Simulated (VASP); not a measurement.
# CdSe (F-43m) in VASP: a series of runs, part 2 of 2

VASP 6.6.1. The steps go on from the part before.

### Step 3. Relaxation of cell and atoms, PBEsol

This run uses another cell than the first one, of 28.94 Å³/atom, 1.029 times its volume.

The input, INCAR:

```
SYSTEM = CdSe
ALGO = Fast
EDIFF = 1E-6
EDIFFG = -0.005
ENCUT = 600
GGA = PS
IBRION = 2
ISIF = 3
ISMEAR = 0
LASPH = .TRUE.
LCHARG = .FALSE.
LREAL = .FALSE.
LWAVE = .FALSE.
NELM = 100
NSW = 100
PREC = Accurate
SIGMA = 0.02
```

The input, KPOINTS:

```
k-points
0
G
  10 10 10
  0 0 0
```

The input, POSCAR:

```
CdSe
1.0
    0.0000000000      3.0702711986      3.0702711986
    3.0702711986      0.0000000000      3.0702711986
    3.0702711986      3.0702711986      0.0000000000
Cd Se
1 1
Direct
    0.0000000000      0.0000000000      0.0000000000
    0.7500000000      0.7500000000      0.7500000000
```

Potentials or basis: VASP PAW PBE potentials, release 64 (Cd, Se).

Started as:

```sh
cat potpaw_PBE.64/Cd/POTCAR potpaw_PBE.64/Se/POTCAR > POTCAR
mpirun -np 1 vasp_std > vasp.out
```

It took 47 s on 1 thread of Intel Xeon Platinum 8488C (Sapphire Rapids), shared host; peak memory 0.23 GiB.

The run converged. Its results:

* Free energy: -6.1785 eV
* Relaxed volume: 28.27 Å³/atom
* Relaxed cell: a = 4.308 Å, b = 4.308 Å, c = 4.308 Å, α = 60.00°, β = 60.00°, γ = 60.00°
* Space group after relaxing (to 0.05 Å): F-43m (No. 216)
* Energy gained by relaxing: 2.5 meV/atom
* Ionic steps: 3
* Pressure after relaxing: 0.0 GPa
* Band gap on the k mesh: 0.47 eV, direct

Step by step:
```tsv
step	energy change (eV)	largest force (eV/Å)	pressure (GPa)	volume (Å³)
1	0.0000	0.0000	-1.16	57.88
2	-0.0045	0.0000	0.35	56.15
3	-0.0049	0.0000	0.03	56.54
```

Final structure:
```
Cd Se
1.0
     0.00000    3.04630    3.04630
     3.04630    0.00000    3.04630
     3.04630    3.04630    0.00000
Cd Se
1 1
Direct
  0.00000 0.00000 0.00000
  0.75000 0.75000 0.75000
```

Levels at points of the mesh, in eV from the valence-band top:
```
           k point  band 5  band 6  band 7  band 8  band 9  band 10  band 11  band 12  band 13
(0.00, 0.00, 0.00)   -7.52   -7.52    0.00    0.00    0.00     0.47     5.86     5.86     5.86
(0.50, 0.00, 0.00)   -7.50   -7.23   -4.42   -0.75   -0.75     2.28     6.36     6.36     7.27
(0.50, 0.50, 0.00)   -7.46   -7.17   -4.11   -1.86   -1.86     3.01     3.67     8.96    10.10
```

Caveat: the PAW data sets were made with another functional, which shifts forces and pressure a little.

### Step 4. Single point, PBEsol (cell and atoms relaxed tightly for response)

The input, INCAR:

```
PREC = Accurate
ENCUT = 520
EDIFF = 1E-6
ISMEAR = 0
SIGMA = 0.01
LREAL = False
LASPH = True
NELM = 100
ALGO = Fast
ISIF = 2
LWAVE = False
LCHARG = False
GGA = PS
NBANDS = 16
```

The input, KPOINTS:

```
Automatic mesh
0
Gamma
  10 10 10
```

The input, POSCAR:

```
CdSe
1.0
    0.0000000000      3.0407133463      3.0407133463
    3.0407133463      0.0000000000      3.0407133463
    3.0407133463      3.0407133463      0.0000000000
Cd Se
1 1
Direct
    0.0000000000      0.0000000000      0.0000000000
    0.7500000000      0.7500000000      0.7500000000
```

Potentials or basis: VASP PAW PBE potentials, release 64 (Cd, Se).

Started as:

```sh
cat potpaw_PBE.64/Cd/POTCAR potpaw_PBE.64/Se/POTCAR > POTCAR
mpirun -np 1 vasp_std > vasp.out
```

OUTCAR:

```text
PREC = Accurate
   ENCUT = 520
   EDIFF = 1E-6
   ISMEAR = 0
   LREAL = False
   LASPH = True
   NELM = 100
   ISIF = 2
   GGA = PS

 ion  position               nearest neighbor table
   1  0.000  0.000  0.000-   2 2.63   2 2.63   2 2.63   2 2.63
   2  0.750  0.750  0.750-   1 2.63   1 2.63   1 2.63   1 2.63

  LATTYP: Found a face centered cubic cell.
 ALAT       =     6.0814266926

  Lattice vectors:

 A1 = (   0.0000000000,   3.0407133463,   3.0407133463)
[... 643 lines left out ...]

------------------------ aborting loop because EDIFF is reached ----------------------------------------

  FORCE on cell =-STRESS in cart. coord.  units (eV):
  Direction    XX          YY          ZZ          XY          YZ          ZX
  --------------------------------------------------------------------------------------
  -------------------------------------------------------------------------------------
  Total        0.1219556      0.1219556      0.1219556      0.0000000      0.0000000      0.0000000
  in kB        3.4750091      3.4750091      3.4750091      0.0000000      0.0000000      0.0000000
  external PRESSURE =       3.4750091 kB  Pullay stress =       0.0000000 kB

 VOLUME and BASIS-vectors are now :
 -----------------------------------------------------------------------------
  energy-cutoff  :      520.00
  volume of cell :       56.23
      direct lattice vectors                 reciprocal lattice vectors
     0.000000000  3.040713346  3.040713346    -0.164435099  0.164435099  0.164435099
     3.040713346  0.000000000  3.040713346     0.164435099 -0.164435099  0.164435099
     3.040713346  3.040713346  0.000000000     0.164435099  0.164435099 -0.164435099

 POSITION                                       TOTAL-FORCE (eV/Angst)
 -----------------------------------------------------------------------------------
      0.00000      0.00000      0.00000        -0.000000     -0.000000     -0.000000
      4.56107      4.56107      4.56107         0.000000      0.000000      0.000000
 -----------------------------------------------------------------------------------
    total drift:                                0.000000      0.000000      0.000000

  FREE ENERGIE OF THE ION-ELECTRON SYSTEM (eV)
  ---------------------------------------------------
  free  energy   TOTEN  =        -6.1777116925 eV

  energy  without entropy=       -6.1777116925  energy(sigma->0) =       -6.17771169
```

stdout:

```text
POSCAR found type information on POSCAR CdSe
 POSCAR found :  2 types and       2 ions
 scaLAPACK will be used
 -----------------------------------------------------------------------------
|                                                                             |
|                                                                             |
|     You enforced a specific xc type in the INCAR file but a different       |
|     I HOPE YOU KNOW WHAT YOU ARE DOING!                                     |
|                                                                             |
 -----------------------------------------------------------------------------

 LDA part: xc-table for (Slater+PW92), standard interpolation
 POSCAR, INCAR and KPOINTS ok, starting setup
 FFT: planning ... GRIDC
 FFT: planning ... GRID_SOFT
 FFT: planning ... GRID
 WAVECAR not read
 entering main loop
```

Wall time 16 s (1 thread of Intel Xeon Platinum 8488C (Sapphire Rapids), shared host); peak memory 0.19 GiB.

What came out:

```
Free energy            : -6.1777 eV
Pressure               : 0.3 GPa
Band gap on the k mesh : 0.48 eV, direct
```

Caveat: the PAW data sets were made with another functional, which shifts forces and pressure a little.

### Step 5. Relaxation of cell and atoms, PBEsol (cell and atoms relaxed tightly for response)

The input, INCAR:

```
SYSTEM = CdSe
  ALGO = Normal
  EDIFF = 1E-7
  EDIFFG = -0.001
  ENCUT = 600
  GGA = PS
  IBRION = 2
  ISIF = 3
  ISMEAR = 0
  LASPH = .True.
  LCHARG = .False.
  LREAL = .False.
  LWAVE = .False.
  NELM = 100
  NSW = 80
  PREC = Accurate
  SIGMA = 0.01
```

The input, KPOINTS:

```
k-points
0
Gamma
  10 10 10
  0 0 0
```

The input, POSCAR:

```
CdSe
1.0
    0.0000000000      3.0413095961      3.0413095961
    3.0413095961      0.0000000000      3.0413095961
    3.0413095961      3.0413095961      0.0000000000
Cd Se
1 1
Direct
    0.0000000000      0.0000000000      0.0000000000
    0.7500000000      0.7500000000      0.7500000000
```

Started as:

```sh
cat potpaw_PBE.64/Cd/POTCAR potpaw_PBE.64/Se/POTCAR > POTCAR
mpirun -np 1 vasp_std > vasp.out
```

Wall time 47 s (1 thread of Intel Xeon Platinum 8488C (Sapphire Rapids), shared host); peak memory 0.23 GiB.

The run converged. Its results:

```
Free energy                            : -6.1780 eV
Relaxed volume                         : 28.27 Å³/atom
Relaxed cell                           : a = 4.308 Å, b = 4.308 Å, c = 4.308 Å, α = 60.00°, β = 60.00°, γ = 60.00°
Space group after relaxing (to 0.05 Å) : F-43m (No. 216)
Energy gained by relaxing              : 0.1 meV/atom
Ionic steps                            : 3
Pressure after relaxing                : 0.0 GPa
Band gap on the k mesh                 : 0.47 eV, direct
```

Step by step:
| step | energy change (eV) | largest force (eV/Å) | pressure (GPa) | volume (Å³) |
| --- | --- | --- | --- | --- |
| 1 | 0.0000 | 0.0000 | 0.26 | 56.26 |
| 2 | -0.0002 | 0.0000 | -0.09 | 56.64 |
| 3 | -0.0002 | 0.0000 | 0.00 | 56.55 |

Final structure:
```
CELL_PARAMETERS angstrom
0.00000 3.04643 3.04643
3.04643 0.00000 3.04643
3.04643 3.04643 0.00000
ATOMIC_POSITIONS crystal
Cd 0.00000 0.00000 0.00000
Se 0.75000 0.75000 0.75000
```

Levels at points of the mesh, in eV from the valence-band top:
| k point | band 5 | band 6 | band 7 | band 8 | band 9 | band 10 | band 11 | band 12 | band 13 |
| --- | --- | --- | --- | --- | --- | --- | --- | --- | --- |
| (0.00, 0.00, 0.00) | -7.52 | -7.52 | 0.00 | 0.00 | 0.00 | 0.47 | 5.85 | 5.85 | 5.85 |
| (0.50, 0.00, 0.00) | -7.50 | -7.23 | -4.42 | -0.75 | -0.75 | 2.28 | 6.36 | 6.36 | 7.27 |
| (0.50, 0.50, 0.00) | -7.46 | -7.17 | -4.11 | -1.86 | -1.86 | 3.01 | 3.67 | 8.95 | 10.10 |

Caveat: the PAW data sets were made with another functional, which shifts forces and pressure a little.

### Step 6. Overview

| task | cell | cutoff (eV) | smearing | gap on the mesh (eV) | pressure (GPa) | relaxed volume (Å³/atom) |
| --- | --- | --- | --- | --- | --- | --- |
| single point | F-43m, 28.13 Å³/atom | 520 | gaussian 0.02 eV | 0.48 | 0.3 | - |
| relaxation of cell and atoms | relaxed | 600 | gaussian 0.02 eV | 0.47 | 0.0 | 28.27 |
| single point | cell and atoms relaxed tightly for response | 520 | gaussian 0.01 eV | 0.48 | 0.3 | - |
| relaxation of cell and atoms | relaxed from: cell and atoms relaxed tightly for response | 600 | gaussian 0.01 eV | 0.47 | 0.0 | 28.27 |

Alike in all rows: level PBEsol; potentials or basis VASP PAW PBE potentials, release 64 (Cd, Se); no spin polarisation; k mesh 10 × 10 × 10.

Caveats: the PAW data sets were made with another functional, which shifts forces and pressure a little.

Total energies depend on the potentials used, so only differences within one code and one set of settings carry meaning.
